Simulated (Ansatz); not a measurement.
# AlN: an axial (c/a) deformation path

An exercise on one series of results from a longer session: the logs are not shown, and one member is left open.

Computed with Ansatz 0.2.0 (DFT LDA, scalar-relativistic, plane waves, PAW, unless a step's input says otherwise).

### The structure to begin with

The structure is hexagonal, space group P6_3/mmc (No. 194). The conventional cell has a = 3.312 Å, b = 3.312 Å, c = 4.188 Å, α = 90.00°, β = 90.00°, γ = 120.00°. Around Al (site symmetry -6m2) lie 5 N at 1.91 to 2.09 Å. N (site symmetry -6m2) is surrounded by 5 Al at 1.91 to 2.09 Å.

Coordinates:

```
CELL_PARAMETERS angstrom
3.31212 0.00000 0.00000
-1.65606 2.86838 0.00000
0.00000 0.00000 4.18756
ATOMIC_POSITIONS crystal
Al 0.33333 0.66667 0.75000
Al 0.66667 0.33333 0.25000
N 0.33333 0.66667 0.25000
N 0.66667 0.33333 0.75000
```

Source of the structure: the Materials Project (structure only).

Set-up of the first run:

Input file input.yaml:

```yaml
crystal:
  lattice:
    - [3.3121157418, 0.0, 0.0]
    - [-1.6560578709, 2.8683763727, 0.0]
    - [0.0, 0.0, 4.187563]
  atoms:
    - { symbol: Al, position: [0.33333333, 0.66666667, 0.75] }
    - { symbol: Al, position: [0.66666667, 0.33333333, 0.25] }
    - { symbol: "N", position: [0.33333333, 0.66666667, 0.25] }
    - { symbol: "N", position: [0.66666667, 0.33333333, 0.75] }
basis:
  ecutwfc: 420
kpoints:
  mp_grid: { grid: [6, 6, 4] }
hamiltonian:
  xc: lda
scf:
  occupations: { method: gaussian, width: 0.1 }
output:
  forces: true
  stress: true
  eigenvalues: true
```

Launch:

```
> ansatz run input.yaml --threads 1 --pin off --max-ram 2560MiB --backend cpu --events-out ev --progress --plain --runs-dir out
```

Steps of the session up to this table: A first look at the start; The reference: the undisturbed cell on the scan's mesh; At ρ = 0.850; At ρ = 1.200; At ρ = 0.920; At ρ = 1.100; At ρ = 0.960; At ρ = 1.050; Point ρ = 0.800; ρ = 1.300.

One table of the session follows, with a row left open; its other results are not shown here.

```
    ρ  ΔE (meV/atom)  pressure (GPa)  gap on the mesh (eV)
0.800          220.6             5.0                  3.14
0.850          105.0            -3.1                  3.58
0.920           24.5            -8.5                  3.53
0.960            5.5            -9.2                  3.39
1.000            0.0            -8.7                  3.28
1.050              ?               ?                     ?
1.100           30.2            -3.1                  3.08
1.200          110.0             6.9                  3.04
1.300          235.0            19.8                  3.15
```

Estimate the missing values for ρ = 1.050.

Worked estimate for «ΔE (meV/atom)». A straight line through the neighbours (1.000, 0.0) and (1.100, 30.2) gives 0.0 + (30.2 − 0.0) × (1.050 − 1.000) / (1.100 − 1.000) = 15.1; a parabola fitted to 4 rows on both sides gives 8.8.

The run gave: ΔE (meV/atom): 8.2; pressure (GPa): -6.5; gap on the mesh (eV): 3.16. In «ΔE (meV/atom)» the line misses by +6.9 and the parabola by +0.6.

To keep in mind: The settings of these runs were drawn from a wide range and may not be converged.
